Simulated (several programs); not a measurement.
WSe₂ (P6_3/mmc) from a database of computed structures, relaxed with r2SCAN+rVV10 in Ansatz, was computed with several methods. The symmetry is P6_3/mmc (No. 194, hexagonal); a = 3.300 Å, c = 13.150 Å in the conventional setting, 20.67 Å³ an atom. Around W lie 6 Se at 2.53 Å; around Se lie 3 W at 2.53 Å. Calculated for a static, non-magnetic cell.

```yaml
crystal:
  lattice:
    - [3.29974, 0.00000, 0.00000]
    - [-1.64987, 2.85766, 0.00000]
    - [0.00000, 0.00000, 13.14969]
  atoms:
    - { symbol: W, position: [0.66667, 0.33333, 0.25001] }
    - { symbol: W, position: [0.33333, 0.66667, 0.74999] }
    - { symbol: Se, position: [0.33333, 0.66667, 0.37667] }
    - { symbol: Se, position: [0.66667, 0.33333, 0.87664] }
    - { symbol: Se, position: [0.33333, 0.66667, 0.12336] }
    - { symbol: Se, position: [0.66667, 0.33333, 0.62333] }
```

Gaps and times are for a single point on this cell; volume and bulk modulus come from each method's own relaxation or energy curve at fixed shape, which is too stiff where a cell has free coordinates or axes. Times are rough, from shared hosts (Arm Neoverse V2; Intel Xeon Platinum 8488C), and each method has its own mesh and cell size. A double dagger marks a value from a curve with shape and coordinates held. A star marks a curve whose lowest point is an end point. PM7 (MOPAC), GFN1-xTB (tblite), GFN2-xTB (tblite) treat a cluster of cells at its zone centre, which samples few k points: where these miss a band edge, the gap comes out too large for that reason alone. Gaps from k meshes are read at a limited set of points (mesh, symmetry points, PBE's band edges), so each method's own least gap may be somewhat smaller. xTB and the PM methods were fitted mostly to molecules, and can miss a solid's gap by electronvolts. Minimal bases can be far off for gaps. Times of the plane-wave ladder aren't listed, since it ran on unlike processors and cards. Curves at held shape can't give the bulk modulus of a layered or molecular crystal, so none is listed. d marks a direct gap, i an indirect one (no mark: not told apart), a dash a value that wasn't computed or didn't pass its checks.

```
                              method              kind  gap (eV)  own volume (Å³/atom)  bulk modulus (GPa)  atoms computed  processor time
                          PBE-D3(BJ)         semilocal         –                 19.85                   –               6               –
                        r2SCAN+rVV10         semilocal         –                 20.66                   –               6               –
                              PBE-D4         semilocal         –                 19.92                   –               6               –
light PBE (260 eV and a coarse mesh)  light plane-wave    1.04 i                     –                   –               6           5.2 s
                   GFN1-xTB (tblite)     tight binding      1.99                20.28‡                   –         cluster           8.6 s
                                 PBE         semilocal    1.02 i                     –                   –               6               –
                                 LDA         semilocal    0.96 i                     –                   –               6               –
                   GFN2-xTB (tblite)     tight binding      0.92                21.01‡                   –         cluster            19 s
                              r2SCAN         semilocal    1.14 i                     –                   –               6               –
                      PBE/SZV (CP2K)       small basis    0.85 i               22.97*‡                   –               6            40 s
                     PBE/DZVP (CP2K)       small basis    1.03 i                21.27‡                   –               6            83 s
                         PM7 (MOPAC)    semi-empirical      4.98                     –                   –         cluster         2.1 min
                             PBE+SOC         semilocal    0.95 i                     –                   –               6               –
                               HSE06            hybrid    1.50 i                     –                   –               6               –
                                PBE0            hybrid    2.15 i                     –                   –               6               –
                             r2SCANh            hybrid    1.58 i                     –                   –               6               –
                            DDH-PBE0            hybrid    1.38 i                     –                   –               6               –
```

Problem. How far from the measured values lie the methods that can be set against them?

Solution.
- Volume, measured 20.26 Å³ an atom: PBE-D3(BJ) -2.0 %, r2SCAN+rVV10 +2.0 %, PBE-D4 -1.7 %.
The calculations are for a static lattice; samples hold vibrations, temperature and, in optical gaps, excitons. A measured value is shown where most reports agree with it, and only for the quantities listed. Sources: 20.26 Å³ an atom (from the lattice constants; in-plane a, pristine; “Intrinsic p-type W-based transition metal dichalcogenide by substitutional Ta-doping”; 2017; arxiv:1707.05197).

Only the rows marked +SOC include spin-orbit coupling.
